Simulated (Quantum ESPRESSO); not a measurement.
Si2Mo under changes of volume

One of the cells (13.416 Å³/atom); the others are scaled copies at fixed shape and fractional positions:

```
CELL_PARAMETERS angstrom
-1.60000 1.60000 3.93050
1.60000 -1.60000 3.93050
1.60000 1.60000 -3.93050
ATOMIC_POSITIONS crystal
Mo 0.00000 0.00000 0.00000
Si 0.66700 0.66700 0.00000
Si 0.33300 0.33300 0.00000
```

| Item | Value |
| --- | --- |
| Program | Quantum ESPRESSO 7.5 |
| Functional | r2SCAN |
| Potentials or basis | SG15 PBE 1.2 |
| Cutoff | 952 eV |
| Density cutoff | 3810 eV |
| k mesh | 5 × 5 × 5 |
| Occupations | fermi-dirac, width 0.05 eV |
| Spin | no spin polarisation |

```tsv
volume (Å³/atom)	energy over the lowest point (meV/atom)	pressure (GPa)
12.611	35.35	15.2
12.879	14.79	9.4
13.148	3.32	4.3
13.416	0.00	-0.3
13.684	4.00	-4.4
13.953	?	?
14.221	31.05	-11.5
```

**Question.** What does the run at 13.953 Å³/atom give?

**Answer.** Energy over the lowest point 14.58 meV/atom; pressure -8.1 GPa.

Worked out: A Birch-Murnaghan fit of order 3 (a polynomial in V^(-2/3)) to the other rows has its minimum at 13.40 Å³/atom with B0 = V·E''(V) = 219 GPa and B' = 4.4 at fixed shape and positions, which overstates the stiffness. It gives 14.60 meV/atom at 13.953 Å³/atom, against the run's 14.58, and -dE/dV = -8.1 GPa, against -8.1.

Energies are extrapolated to zero smearing.

Caveats: all runs use coarse meshes; the potentials were made for another functional, which shifts forces and pressure.
